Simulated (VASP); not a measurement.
Ba, 1 atom in the cell. The structure is cubic, space group Im-3m (No. 229). Conventional cell: a = 5.013 Å, b = 5.013 Å, c = 5.013 Å, α = 90.00°, β = 90.00°, γ = 90.00°. Around Ba (site symmetry m-3m) lie 8 Ba at 4.34 Å. 

- Program: VASP 6.6.1
- Task: single point
- Functional: PBE
- Potentials or basis: VASP PAW PBE potentials, release 64 (Ba_sv)
- Cutoff: 520 eV
- k mesh: 8 × 8 × 8
- Occupations: fermi-dirac, width 0.05 eV
- Spin: no spin polarisation
- Further INCAR settings: ALGO = Normal; EDIFF = 1e-07; NBANDS = 11

Potentials or basis: VASP PAW PBE potentials, release 64 (Ba_sv).

Launch:

```console
$ cat potpaw_PBE.64/Ba_sv/POTCAR > POTCAR
$ mpirun -np 1 vasp_std > vasp.out
```

Hardware: 1 thread of Intel(R) Xeon(R) Platinum 8488C (Sapphire Rapids), with other jobs on the host.

How long does it take, and how much memory?

Run time: 7.8 s on 1 thread of Intel(R) Xeon(R) Platinum 8488C (Sapphire Rapids), with other jobs on the host, peak memory 0.17 GiB. Counts: scf iterations 11, k points 29.
